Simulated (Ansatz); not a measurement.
## Pb under changes of volume

One of the cells (31.034 Å³/atom); the others are scaled copies at fixed shape and fractional positions:

```
Pb
1.0
    -1.97966    1.97966    1.97966
     1.97966   -1.97966    1.97966
     1.97966    1.97966   -1.97966
Pb
1
Direct
  0.00000 0.00000 0.00000
```

This isn't the form of Pb at room conditions, which is fcc.

| Quantity | Value |
| --- | --- |
| Program | Ansatz 0.2.0 |
| Functional | HSE06 |
| Potentials or basis | Ansatz PAW |
| Cutoff | 420 eV (not typed: the program's choice for these potentials) |
| k mesh | 6 × 6 × 6 |
| Occupations | fermi-dirac, width 0.05 eV |
| Spin | no spin polarisation |

| volume (Å³/atom) | energy over the lowest point (meV/atom) | pressure (GPa) |
| --- | --- | --- |
| 29.172 | 9.83 | 2.5 |
| 29.792 | 2.73 | 1.3 |
| 30.413 | 0.00 | 0.3 |
| 31.034 | 1.02 | -0.6 |
| 31.654 | 5.09 | -1.3 |
| 32.275 | ? | ? |
| 32.896 | 20.64 | -2.6 |

What does the run at 32.275 Å³/atom give?

Energy over the lowest point 11.66 meV/atom; pressure -2.0 GPa.

Worked out: A Birch-Murnaghan fit of order 3 (a polynomial in V^(-2/3)) to the other rows has its minimum at 30.54 Å³/atom with B0 = V·E''(V) = 45 GPa (rough, since the energies scatter). It gives 11.79 meV/atom at 32.275 Å³/atom, against the run's 11.66, and -dE/dV = -2.0 GPa, against -2.0.

Energies are extrapolated to zero smearing.

Caveats: all runs use coarse meshes; the PAW data sets come from PBE, with cores solved anew for the run's functional, which leaves a small shift of forces and pressure; the thresholds are loose for stress.
